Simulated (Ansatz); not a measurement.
The system is V.

```
CELL_PARAMETERS angstrom
2.60429 0.00000 0.00000
-1.30215 2.25538 0.00000
0.00000 0.00000 4.72334
ATOMIC_POSITIONS crystal
V 0.33333 0.66667 0.25000
V 0.66667 0.33333 0.75000
```

This isn't the form of V at room conditions, which is bcc.

Alike in all runs: program Ansatz 0.2.0; functional PBE; potentials or basis Ansatz PAW; cutoff 420 eV (not typed: the program's choice for these potentials); k mesh 10 × 10 × 5; occupations fermi-dirac, width 0.05 eV.

**Question.** Only the start or the spin constraint differs. Which run ends lowest in energy?
A. collinear spin, program default start; fixed moment 0
B. collinear spin, ferromagnetic start of up to 1 μB; fixed moment 2
C. collinear spin, ferromagnetic start of up to 0.5 μB; fixed moment 1
D. collinear spin, ferromagnetic start of up to 2 μB; fixed moment 4
E. collinear spin, ferromagnetic start of up to 2.5 μB; fixed moment 5
F. collinear spin, ferromagnetic start of up to 1.5 μB; fixed moment 3

**Answer.** A.

```tsv
start	free energy over the lowest (meV/atom)	net moment (μB)	site or absolute moments (μB)	gap
collinear spin, ferromagnetic start of up to 1.5 μB; fixed moment 3	275.6	3.00	V +1.21	-
collinear spin, ferromagnetic start of up to 0.5 μB; fixed moment 1	21.9	1.00	V +0.40	-
collinear spin, ferromagnetic start of up to 2 μB; fixed moment 4	551.8	4.00	V +1.60	-
collinear spin, ferromagnetic start of up to 3 μB; fixed moment 6	1361.0	6.00	V +2.39	-
collinear spin, ferromagnetic start of up to 1 μB; fixed moment 2	97.7	2.00	V +0.81	-
collinear spin, ferromagnetic start of up to 4 μB; fixed moment 8	2766.9	8.00	V +3.09	-
collinear spin, ferromagnetic start of up to 2.5 μB; fixed moment 5	898.6	5.00	V +2.00	-
collinear spin, program default start; fixed moment 0	0.0	0.00	-	-
```

All polarised runs hold their moment fixed, so the table maps the energy against it. A still lower state may exist.

Caveats: the total moment is fixed, so each spin has its own Fermi level.
